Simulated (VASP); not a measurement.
# Cu3Au (Auricupride) (Pm-3m) in VASP: notebook, part 2 of 2

VASP 6.6.1. The steps go on from the part before.

### Step 3. Relaxation of cell and atoms, RPBE+D3(BJ)

Input file INCAR:

```
PREC = Accurate ; ENCUT = 600
EDIFF = 1E-6 ; ISMEAR = -1
SIGMA = 0.05 ; LREAL = F
LASPH = T ; NELM = 80
ALGO = Normal ; ISIF = 3
LWAVE = F ; LCHARG = F
GGA = RP ; IVDW = 12
IBRION = 2 ; NSW = 40
EDIFFG = -0.005
```

Input file KPOINTS:

```
regular mesh
0
Gamma
  7 7 7
```

Input file POSCAR:

```
Cu3Au
1.0
    3.7400000000      0.0000000000      0.0000000000
    0.0000000000      3.7400000000      0.0000000000
    0.0000000000      0.0000000000      3.7400000000
Au Cu
1 3
Direct
    0.0000000000      0.0000000000      0.0000000000
    0.5000000000      0.5000000000      0.0000000000
    0.5000000000      0.0000000000      0.5000000000
    0.0000000000      0.5000000000      0.5000000000
```

Potentials or basis: VASP PAW PBE potentials, release 64 (Au, Cu).

Run with:

```console
cat potpaw_PBE.64/Au/POTCAR potpaw_PBE.64/Cu/POTCAR > POTCAR
mpirun -np 1 vasp_std > vasp.out
```

It took 2.5 min on 1 thread of Intel Xeon Platinum 8375C at 2.90GHz (Ice Lake), shared host; peak memory 0.21 GiB.

It converged, with:

```yaml
Free_energy: -25.4520 eV
Relaxed_volume: 11.18 Å³/atom
Relaxed_cell: a = 3.549 Å, b = 3.549 Å, c = 3.549 Å, α = 90.00°, β = 90.00°, γ = 90.00°
Space_group_after_relaxing_to_0.05_Å: Pm-3m (No. 221)
Energy_gained_by_relaxing: 200.9 meV/atom
Ionic_steps: 9
Pressure_after_relaxing: 0.0 GPa
Band_gap_on_the_k_mesh: none (metal or under the smearing width)
Dispersion_energy_per_atom: -3.561 eV
```

Step by step:
```
step  energy change (eV)  largest force (eV/Å)  pressure (GPa)  volume (Å³)
   1              0.0000                0.0000          -28.90        52.31
   2              1.1237                0.0000           90.75        36.41
   3             -0.8012                0.0000           -2.18        45.06
   4             -0.8034                0.0000           -0.43        44.80
   5             -0.8035                0.0000            0.40        44.65
   6             -0.8033                0.0000           -0.71        44.81
   7             -0.8036                0.0000            0.09        44.70
   8             -0.8036                0.0000           -0.11        44.72
   9             -0.8036                0.0000           -0.01        44.71
```

Final structure:
```cif
data_structure
_symmetry_space_group_name_H-M 'P 1'
_symmetry_Int_Tables_number 1
_cell_length_a 3.5492
_cell_length_b 3.5492
_cell_length_c 3.5492
_cell_angle_alpha 90.000
_cell_angle_beta 90.000
_cell_angle_gamma 90.000
_cell_volume 44.71
loop_
_atom_site_label
_atom_site_type_symbol
_atom_site_fract_x
_atom_site_fract_y
_atom_site_fract_z
_atom_site_occupancy
Au1 Au 0.00000 0.00000 0.00000 1
Cu1 Cu 0.50000 0.50000 0.00000 1
Cu2 Cu 0.50000 0.00000 0.50000 1
Cu3 Cu 0.00000 0.50000 0.50000 1
```

Levels at points of the mesh, in eV from the Fermi level:
| k point | band 19 | band 20 | band 21 | band 22 | band 23 | band 24 | band 25 | band 26 |
| --- | --- | --- | --- | --- | --- | --- | --- | --- |
| (0.00, 0.00, 0.00) | -1.48 | -1.48 | -1.48 | 1.00 | 1.00 | 1.00 | 7.07 | 9.03 |

Caveat: the PAW data sets were made with another functional, which shifts forces and pressure a little; the volume moved by -15 % from the deposited cell, more than functionals usually miss; pairwise dispersion overbinds metals, which lowers pressure and volume. Spin-orbit coupling is left out, which matters for the levels of Au.

### Step 4. Relaxation of cell and atoms, RPBE+D4

Input file INCAR:

```
SYSTEM = Cu3Au
PREC = Accurate ; ENCUT = 600
EDIFF = 1E-6 ; ISMEAR = -1
SIGMA = 0.05 ; LREAL = .False.
LASPH = .True. ; NELM = 100
ALGO = Fast ; ISIF = 3
LWAVE = .False. ; LCHARG = .False.
GGA = RP ; IVDW = 13
IBRION = 2 ; NSW = 40
EDIFFG = -0.01
```

Input file KPOINTS:

```
regular mesh
0
Gamma
  7 7 7
  0 0 0
```

POSCAR is that of step 3.

Run with:

```console
cat potpaw_PBE.64/Au/POTCAR potpaw_PBE.64/Cu/POTCAR > POTCAR
mpirun -np 1 vasp_std > vasp.out
```

Run time: 3.1 min. Hardware: 1 thread of Intel Xeon Platinum 8375C at 2.90GHz (Ice Lake), shared host; peak memory 0.19 GiB.

The run converged. Its results:

* Free energy: -17.0418 eV
* Relaxed volume: 12.86 Å³/atom
* Relaxed cell: a = 3.719 Å, b = 3.719 Å, c = 3.719 Å, α = 90.00°, β = 90.00°, γ = 90.00°
* Space group after relaxing (to 0.05 Å): Pm-3m (No. 221)
* Energy gained by relaxing: 1.9 meV/atom
* Ionic steps: 10
* Pressure after relaxing: -0.1 GPa
* Band gap on the k mesh: none (metal or under the smearing width)
* Dispersion energy per atom: -1.153 eV

Step by step:
```tsv
step	energy change (eV)	largest force (eV/Å)	pressure (GPa)	volume (Å³)
1	0.0000	0.0000	-2.64	52.31
2	-0.0026	0.0000	2.44	50.70
3	-0.0077	0.0000	0.42	51.40
4	-0.0076	0.0000	-0.71	51.52
5	-0.0077	0.0000	0.15	51.45
6	-0.0077	0.0000	0.20	51.47
7	-0.0077	0.0000	-0.31	51.50
8	-0.0077	0.0000	-0.52	51.48
9	-0.0077	0.0000	0.23	51.42
10	-0.0077	0.0000	-0.12	51.43
```

Final structure:
```cif
data_structure
_symmetry_space_group_name_H-M 'P 1'
_symmetry_Int_Tables_number 1
_cell_length_a 3.7187
_cell_length_b 3.7187
_cell_length_c 3.7187
_cell_angle_alpha 90.000
_cell_angle_beta 90.000
_cell_angle_gamma 90.000
_cell_volume 51.43
loop_
_atom_site_label
_atom_site_type_symbol
_atom_site_fract_x
_atom_site_fract_y
_atom_site_fract_z
_atom_site_occupancy
Au1 Au 0.00000 0.00000 0.00000 1
Cu1 Cu 0.50000 0.50000 0.00000 1
Cu2 Cu 0.50000 0.00000 0.50000 1
Cu3 Cu 0.00000 0.50000 0.50000 1
```

Levels at points of the mesh, in eV from the Fermi level:
```
           k point  band 20  band 21  band 22  band 23  band 24  band 25
(0.00, 0.00, 0.00)    -1.35    -1.35     1.30     1.30     1.30     6.19
```

Caveat: the PAW data sets were made with another functional, which shifts forces and pressure a little; pairwise dispersion overbinds metals, which lowers pressure and volume.

### Step 5. Relaxation of cell and atoms, revPBE+D3

Input file INCAR:

```
PREC = Accurate ; ENCUT = 600
EDIFF = 1E-6 ; ISMEAR = -1
SIGMA = 0.05 ; LREAL = False
LASPH = True ; NELM = 80
ALGO = Fast ; ISIF = 3
LWAVE = False ; LCHARG = False
GGA = RE ; IVDW = 11
IBRION = 2 ; NSW = 40
EDIFFG = -0.01
```

Input file KPOINTS:

```
Automatic mesh
0
Gamma
  7 7 7
```

POSCAR is that of step 4.

Run with:

```console
cat potpaw_PBE.64/Au/POTCAR potpaw_PBE.64/Cu/POTCAR > POTCAR
mpirun -np 1 vasp_std > vasp.out
```

It took 2.4 min on 1 thread of Intel Xeon Platinum 8375C at 2.90GHz (Ice Lake), shared host; peak memory 0.2 GiB.

The run converged. Its results:

* Free energy: -17.1292 eV
* Relaxed volume: 12.93 Å³/atom
* Relaxed cell: a = 3.726 Å, b = 3.726 Å, c = 3.726 Å, α = 90.00°, β = 90.00°, γ = 90.00°
* Space group after relaxing (to 0.05 Å): Pm-3m (No. 221)
* Energy gained by relaxing: 0.9 meV/atom
* Ionic steps: 10
* Pressure after relaxing: -0.1 GPa
* Band gap on the k mesh: none (metal or under the smearing width)
* Dispersion energy per atom: -1.065 eV

The path:
```tsv
step	energy change (eV)	largest force (eV/Å)	pressure (GPa)	volume (Å³)
1	0.0000	0.0000	-0.74	52.31
2	-0.0032	0.0000	0.28	51.86
3	-0.0031	0.0000	-0.24	51.88
4	-0.0031	0.0000	-0.44	51.87
5	-0.0035	0.0000	0.71	51.72
6	-0.0033	0.0000	-0.73	51.81
7	-0.0034	0.0000	-0.18	51.76
8	-0.0034	0.0000	-0.15	51.75
9	-0.0035	0.0000	-0.57	51.73
10	-0.0035	0.0000	-0.08	51.72
```

Final structure:
```xyz
4
Lattice="3.7259 0.0000 0.0000 0.0000 3.7259 0.0000 0.0000 0.0000 3.7259" Properties=species:S:1:pos:R:3 pbc="T T T"
Au    0.0000    0.0000    0.0000
Cu    1.8630    1.8630    0.0000
Cu    1.8630    0.0000    1.8630
Cu    0.0000    1.8630    1.8630
```

Levels at points of the mesh, in eV from the Fermi level:
```tsv
k point	band 20	band 21	band 22	band 23	band 24	band 25
(0.00, 0.00, 0.00)	-1.34	-1.34	1.31	1.31	1.31	6.15
```

Caveat: the PAW data sets were made with another functional, which shifts forces and pressure a little; pairwise dispersion overbinds metals, which lowers pressure and volume. Spin-orbit coupling is left out, which matters for the levels of Au.

### Step 6. Relaxation of cell and atoms, revPBE+D3(BJ)

Input file INCAR:

```
SYSTEM = Cu3Au
PREC     = Accurate       ! precision mode
ENCUT    = 600            ! plane-wave cutoff, eV
EDIFF    = 1E-7           ! SCF threshold, eV
ISMEAR   = -1             ! smearing method
SIGMA    = 0.05           ! smearing width, eV
LREAL    = .False.        ! projectors in reciprocal space
LASPH    = .True.         ! aspherical terms in the spheres
NELM     = 100            ! most SCF steps
ALGO     = Normal         ! electronic algorithm
ISIF     = 3              ! what is computed and relaxed
LWAVE    = .False.        ! write WAVECAR
LCHARG   = .False.        ! write CHGCAR
GGA      = RE             ! functional
IVDW     = 12             ! dispersion correction
IBRION   = 2              ! ionic algorithm
NSW      = 40             ! ionic steps
EDIFFG   = -0.005         ! ionic threshold
```

Input file KPOINTS:

```
regular mesh
0
Gamma
  7 7 7
  0 0 0
```

POSCAR is that of step 5.

Potentials or basis: VASP PAW PBE potentials, release 64 (Au, Cu).

Run with:

```console
cat potpaw_PBE.64/Au/POTCAR potpaw_PBE.64/Cu/POTCAR > POTCAR
mpirun -np 1 vasp_std > vasp.out
```

Wall time 74 s (1 thread of Intel Xeon Platinum 8375C at 2.90GHz (Ice Lake), shared host); peak memory 0.2 GiB.

The run converged. Its results:

* Free energy: -17.5621 eV
* Relaxed volume: 12.57 Å³/atom
* Relaxed cell: a = 3.691 Å, b = 3.691 Å, c = 3.691 Å, α = 90.00°, β = 90.00°, γ = 90.00°
* Space group after relaxing (to 0.05 Å): Pm-3m (No. 221)
* Energy gained by relaxing: 10.2 meV/atom
* Ionic steps: 3
* Pressure after relaxing: 0.0 GPa
* Band gap on the k mesh: none (metal or under the smearing width)
* Dispersion energy per atom: -1.203 eV

Step by step:
```
step  energy change (eV)  largest force (eV/Å)  pressure (GPa)  volume (Å³)
   1              0.0000                0.0000           -6.11        52.31
   2             -0.0088                0.0000            6.40        48.63
   3             -0.0408                0.0000            0.03        50.29
```

Final structure:
```
CELL_PARAMETERS angstrom
3.69117 0.00000 0.00000
0.00000 3.69117 0.00000
0.00000 0.00000 3.69117
ATOMIC_POSITIONS crystal
Au 0.00000 0.00000 0.00000
Cu 0.50000 0.50000 0.00000
Cu 0.50000 0.00000 0.50000
Cu 0.00000 0.50000 0.50000
```

Levels at points of the mesh, in eV from the Fermi level:
```csv
k point,band 18,band 19,band 20,band 21,band 22,band 23,band 24,band 25,band 26
"(0.00, 0.00, 0.00)",-1.54,-1.36,-1.36,-1.36,1.25,1.25,1.25,6.33,8.01
```

Caveat: the PAW data sets were made with another functional, which shifts forces and pressure a little; pairwise dispersion overbinds metals, which lowers pressure and volume.

### Step 7. The runs side by side

```csv
level,gap on the mesh (eV),pressure (GPa),relaxed volume (Å³/atom)
RPBE+D3,none,0.1,13.46
RPBE+D3(BJ),none,0.0,11.18
RPBE+D4,none,-0.1,12.86
revPBE+D3,none,-0.1,12.93
revPBE+D3(BJ),none,0.0,12.57
```

Alike in all rows: task relaxation of cell and atoms; potentials or basis VASP PAW PBE potentials, release 64 (Au, Cu); no spin polarisation; cell relaxed; k mesh 7 × 7 × 7; cutoff (eV) 600; smearing fermi-dirac 0.05 eV.

Caveats: the PAW data sets were made with another functional, which shifts forces and pressure a little; pairwise dispersion overbinds metals, which lowers pressure and volume; the volume moved by -15 % from the deposited cell, more than functionals usually miss (some runs).

Absolute energies hang on the potentials; compare differences alone.
